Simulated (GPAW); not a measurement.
Wanted: an ASE script for a GPAW 26.7.0 run.

```yaml
Task: equation of state
Functional: PBE
Potentials_or_basis: GPAW PAW data sets (gpaw-data 1.2.1)
Cutoff: 600 eV
Basis: pw
k_mesh: 9 × 9 × 9
Occupations: fermi-dirac, width 0.05 eV
Spin: collinear spin, ferromagnetic start
Starting_moments: "[1.0, 0.0, 0.0] μB"
Maxiter: 150
Eos_scales: "[0.94, 0.96, 0.98, 1.0, 1.02, 1.04, 1.06]"
```

Crystal: Si2Ni.

```
CELL_PARAMETERS angstrom
0.00000 2.70300 2.70300
2.70300 0.00000 2.70300
2.70300 2.70300 0.00000
ATOMIC_POSITIONS crystal
Ni 0.00000 0.00000 0.00000
Si 0.75000 0.75000 0.75000
Si 0.25000 0.25000 0.25000
```

These files were run (other wordings do the same):

run.py

```python
from ase import Atoms
from ase.eos import EquationOfState
from ase.io import Trajectory
from ase.units import GPa
from gpaw import GPAW, PW

atoms = Atoms(['Ni', 'Si', 'Si'],
              cell=[[0.0, 2.703, 2.703],
                    [2.703, 0.0, 2.703],
                    [2.703, 2.703, 0.0]],
              scaled_positions=[[0.0, 0.0, 0.0],
                                [0.75, 0.75, 0.75],
                                [0.25, 0.25, 0.25]],
              pbc=True)
atoms.set_initial_magnetic_moments([1.0, 0.0, 0.0])

traj = Trajectory('eos.traj', 'w')
volumes, energies = [], []
for x in [0.94, 0.96, 0.98, 1.0, 1.02, 1.04, 1.06]:
    a = atoms.copy()
    a.set_cell(atoms.cell * x**(1 / 3), scale_atoms=True)
    calc = GPAW(mode=PW(600),
                xc='PBE',
                kpts={'size': (9, 9, 9), 'gamma': True},
                occupations={'name': 'fermi-dirac', 'width': 0.05},
                nbands=24,
                convergence={'density': 1e-05, 'energy': 1e-05},
                maxiter=150,
                txt=f'eos-{x:.2f}.txt')
    a.calc = calc
    energies.append(a.get_potential_energy(force_consistent=True))
    volumes.append(a.get_volume())
    p = -a.get_stress()[:3].mean() / GPa
    calc.write(f'eos-{x:.2f}.gpw')
    traj.write(a)
    print(f'{x:.2f} {volumes[-1]:10.4f} A^3 {energies[-1]:14.6f} eV {p:9.3f} GPa', flush=True)

v0, e0, B = EquationOfState(volumes, energies, eos='birchmurnaghan').fit()
print(f'V0 = {v0:.4f} A^3, E0 = {e0:.6f} eV, B0 = {B / GPa:.2f} GPa')
```

Potentials or basis: GPAW PAW data sets (gpaw-data 1.2.1), pw.

The run is started by

```bash
$ OMP_NUM_THREADS=1 python run.py
```

It gave:

The equilibrium volume is 13.61 Å³/atom. The bulk modulus is 144 GPa and the pressure derivative of the bulk modulus is 3.8.

It took 8 min on 1 thread of Arm Neoverse V1, on a shared host, peak memory 0.43 GiB.
